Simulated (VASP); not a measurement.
**BeSe in VASP 6.6.1, single-point calculation**

INCAR

```
LWAVE = .FALSE.
METAGGA = MS2
NBANDS = 11
ENCUT = 520
ISIF = 2
LASPH = .TRUE.
SIGMA = 0.01
LCHARG = .FALSE.
IBRION = -1
ISMEAR = 0
EDIFF = 1E-7
ALGO = Damped
TIME = 0.2
NELM = 65
PREC = Low
NSW = 0
LREAL = .FALSE.
```

KPOINTS

```
KPOINTS created by Atomic Simulation Environment
0
Gamma
8 8 8
0 0 0
```

POSCAR

```
Be Se
 1.0000000000000000
     0.0000000000000000    2.5810353737346929    2.5810353737346929
     2.5810353737346929    0.0000000000000000    2.5810353737346929
     2.5810353737346929    2.5810353737346929    0.0000000000000000
 Be  Se
   1   1
Cartesian
  0.0000000000000000  0.0000000000000000 -0.0000000000000000
  1.2905176868673465  1.2905176868673465  1.2905176868673465
```

The recommended PBE PAW datasets give the neutral cell 8 valence electrons.

Command

```
mpirun -np 1 vasp_std
```

Question: How does this run end, and what does it give?

Answer: It converged. Results: gap between bands v and c on the k mesh 3.13 eV; least direct gap on the k mesh 5.12 eV; pressure -1.0 GPa. Band v is the last that the valence electrons fill when counted band by band, and c is the next.

OSZICAR

```
N       E                     dE             d eps       ncg     rms           ort
DAV:   1     0.248034208886E+02    0.24803E+02   -0.34874E+03   319   0.632E+02
DAV:   2    -0.116644660973E+02   -0.36468E+02   -0.34576E+02   319   0.126E+02
DAV:   3    -0.164918680562E+02   -0.48274E+01   -0.44950E+01   319   0.471E+01
DAV:   4    -0.171979065599E+02   -0.70604E+00   -0.69346E+00   319   0.181E+01
DAV:   5    -0.173022431699E+02   -0.10434E+00   -0.10281E+00   319   0.630E+00
SDA:   6    -0.109204798078E+02    0.63818E+01   -0.12456E+00   319   0.623E+00   0.000E+00
DMP:   7    -0.110296611982E+02   -0.10918E+00   -0.12016E+00   319   0.358E+00   0.468E+00
DMP:   8    -0.111257917004E+02   -0.96131E-01   -0.64846E-01   319   0.138E+00   0.359E+00
DMP:   9    -0.111732420973E+02   -0.47450E-01   -0.23682E-01   319   0.415E-01   0.148E+00
DMP:  10    -0.111888650899E+02   -0.15623E-01   -0.72757E-02   319   0.176E-01   0.361E-01
...
DMP:  20    -0.112012548086E+02   -0.13923E-04   -0.82423E-05   319   0.268E-04   0.277E-04
DMP:  21    -0.112012600924E+02   -0.52838E-05   -0.42393E-05   319   0.169E-04   0.835E-05
DMP:  22    -0.112012630943E+02   -0.30019E-05   -0.30864E-05   319   0.115E-04   0.754E-05
DMP:  23    -0.112012654362E+02   -0.23419E-05   -0.22327E-05   319   0.695E-05   0.811E-05
DMP:  24    -0.112012670869E+02   -0.16507E-05   -0.13273E-05   319   0.345E-05   0.614E-05
DMP:  25    -0.112012679913E+02   -0.90444E-06   -0.62875E-06   319   0.144E-05   0.329E-05
DMP:  26    -0.112012683692E+02   -0.37781E-06   -0.24824E-06   319   0.576E-06   0.128E-05
DMP:  27    -0.112012685001E+02   -0.13094E-06   -0.99163E-07   319   0.293E-06   0.391E-06
DMP:  28    -0.112012685602E+02   -0.60101E-07   -0.55256E-07   319   0.194E-06   0.158E-06
   1 F= -.11201269E+02 E0= -.11201269E+02  d E =-.138808E-46
```

For comparison, a separate r²SCAN run of the intended cell, on usual settings and not on those above, gives a gap of 3.12 eV on its mesh and a pressure of 0.3 GPa.
